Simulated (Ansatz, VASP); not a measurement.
VSi in VASP and in Ansatz

```xyz
2
Lattice="0.0000 2.3967 2.3967 2.3967 0.0000 2.3967 2.3967 2.3967 0.0000" Properties=species:S:1:pos:R:3 pbc="T T T"
V     0.0000    0.0000    0.0000
Si    2.3967    2.3967    2.3967
```

Alike in both runs: functional LDA; k mesh 14 × 14 × 14; occupations fermi-dirac, width 0.1 eV; no spin polarisation.

Ansatz relaxed the structure, and its values are those at the end. VASP's run is a single point on that final structure, the one shown.

|  | VASP | Ansatz |
| --- | --- | --- |
| version | VASP 6.6.1 | Ansatz 0.2.0 |
| potentials or method | VASP PAW LDA potentials, release 64 (V_sv, Si) | PAW with Ansatz's default frozen-core files, scalar-relativistic |
| plane-wave cutoff (eV) | 520 | 420 |
| valence electrons in the cell | 17 | 17 |

Ansatz gave:

- pressure (GPa): 0.0

**Question.** What did VASP give for the same quantities?

**Answer.** Pressure (GPa): 0.3.
